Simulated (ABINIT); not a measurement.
A run of ABINIT 10.8.3 (patched build) is set up as follows.

The input run.abi:

```
# Pseudopotentials
pp_dirpath "./"
pseudos "In.GGA_PBE-JTH.xml, As.GGA_PBE-JTH.xml"

# Structure
acell 3*1.0 Angstrom
rprim
     0.0000000000     3.0180000000     3.0180000000
     3.0180000000     0.0000000000     3.0180000000
     3.0180000000     3.0180000000     0.0000000000
ntypat 2
znucl 49 33
natom 2
typat 1 2
xcart
     0.0000000000     0.0000000000     0.0000000000
     4.5270000000     4.5270000000     4.5270000000 Angstrom

# Plane-wave basis
ecut 20.0
pawecutdg 40.0

# k points
kptopt 1
ngkpt 6 6 6
nshiftk 1
shiftk 0.0 0.0 0.0

# Exchange and correlation
ixc -497498
usekden 1
pawxcdev 0

# Bands and occupations
nband 18
occopt 3
tsmear 0.05 eV

# SCF cycle
nstep 100
tolvrs 1.0e-8

# Output
iomode 3
prtwf 0
prtden 0
prteig 0
prtebands 0
enunit 2
prtvol 2
```

Potentials or basis: JTH PAW PBE v2.0.

Run with:

```sh
$ abinit run.abi > log 2>&1
```

Problem. What does it give for the band gap on the k mesh?

Solution. 0.25 eV, direct.

Caveat: spin-orbit coupling is left out, which moves the levels of the heavy elements.

**What was measured.**

From a printed reference work, data compilation, for a bulk crystal of InAs at 4.2 K: band gap 0.418 eV (direct).

Against the measured gap of InAs, 0.418 eV (direct; 4.2 K; a printed reference work, data compilation), the calculated 0.25 eV is off by -0.17 eV. Spin-orbit coupling on As, In is left out. The value is that of r2SCAN, without temperature or zero-point motion.
